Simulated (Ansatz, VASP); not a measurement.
## NbH5: VASP beside Ansatz

```xyz
6
Lattice="0.0000 2.9570 2.9570 2.9570 0.0000 2.9570 2.9570 2.9570 0.0000" Properties=species:S:1:pos:R:3 pbc="T T T"
Nb    0.0000    0.0000    0.0000
H     1.4785    1.4785    1.4785
H     3.6908    2.2232    2.2232
H     3.6908    3.6908    3.6908
H     2.2232    2.2232    3.6908
H     2.2232    3.6908    2.2232
```

Change from the starting cell: species swapped into the TmCu5 type (F-43m, No. 216).

Alike in both runs: task relaxation of cell and atoms; functional PBE; k mesh 6 × 6 × 6; occupations gaussian, width 0.1 eV; no spin polarisation.

```csv
,VASP,Ansatz
version,VASP 6.6.1,Ansatz 0.2.0
potentials or method,"VASP PAW PBE potentials, release 64 (Nb_sv, H)","scalar-relativistic, plane waves, PAW"
plane-wave cutoff (eV),600,420
valence electrons in the cell,18,18
```

```csv
,VASP,Ansatz,Ansatz less VASP
"gap on the k mesh at the Fermi level, each at its own relaxed structure (eV)",none,none,-
relaxed volume (Å³/atom),5.14,5.13,-0.003
relaxed cell length with the largest relative difference (Å),3.519,3.519,-0.0006
energy change over the relaxation (meV/atom),-538,-536,+2.0
```

A gap of «none» marks a metal or a gap that the smearing closes.

Caveats: the volume moved by over 15 % at a fixed basis, so the end points are rough (VASP).
